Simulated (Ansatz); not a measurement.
Before relaxation, (111) slab as cut from the bulk (CuCl, F-43m (No. 216), (1 1 1) face):

```yaml
crystal:
  lattice:
    - [3.74123, 0.00000, 0.00000]
    - [-1.87062, 3.24000, 0.00000]
    - [0.00000, 0.00000, 24.92779]
  atoms:
    - { symbol: Cl, position: [0.00000, 0.00000, 0.30087] }
    - { symbol: Cu, position: [0.33333, 0.66667, 0.33150] }
    - { symbol: Cl, position: [0.33333, 0.66667, 0.42341] }
    - { symbol: Cu, position: [0.66667, 0.33333, 0.45405] }
    - { symbol: Cl, position: [0.66667, 0.33333, 0.54595] }
    - { symbol: Cu, position: [0.00000, 0.00000, 0.57659] }
    - { symbol: Cl, position: [0.00000, 0.00000, 0.66850] }
    - { symbol: Cu, position: [0.33333, 0.66667, 0.69913] }
```

Computed with DFT PBEsol, scalar-relativistic, plane waves, PAW in Ansatz. Cutoff 420 eV; k points 9×9×1 on the computed 8-atom cell (Γ-centred); Gaussian smearing, width 0.05 eV; no spin polarisation. The cell repeats along c with a dipole correction in the vacuum.

All atoms are free. The cell is fixed. Force threshold 0.02 eV/Å.

| step | E − E_final (eV) | largest force (eV/Å) |
| --- | --- | --- |
| 1 | 0.599 | 0.657 |
| 2 | 0.541 | 0.591 |
| 3 | 0.370 | 0.275 |
| 4 | 0.306 | 0.227 |
| 5 | 0.234 | 0.298 |
| 6 | 0.163 | 0.358 |
| 7 | 0.059 | 0.361 |
| 8 | 0.017 | 0.375 |
| 9 | 0.001 | 0.071 |
| 10 | 0.005 | 0.101 |
| 11 | 0.000 | 0.016 |

Q: What is the final structure?

A:
```
CELL_PARAMETERS angstrom
3.74123 0.00000 0.00000
-1.87062 3.24000 0.00000
0.00000 0.00000 24.92779
ATOMIC_POSITIONS crystal
Cl 0.00000 0.00000 0.30898
Cu 0.33333 0.66667 0.32995
Cl 0.33333 0.66667 0.43019
Cu 0.66667 0.33333 0.45610
Cl 0.66667 0.33333 0.55093
Cu 0.00000 0.00000 0.58913
Cl 0.00000 0.00000 0.68380
Cu 0.33333 0.66667 0.65090
```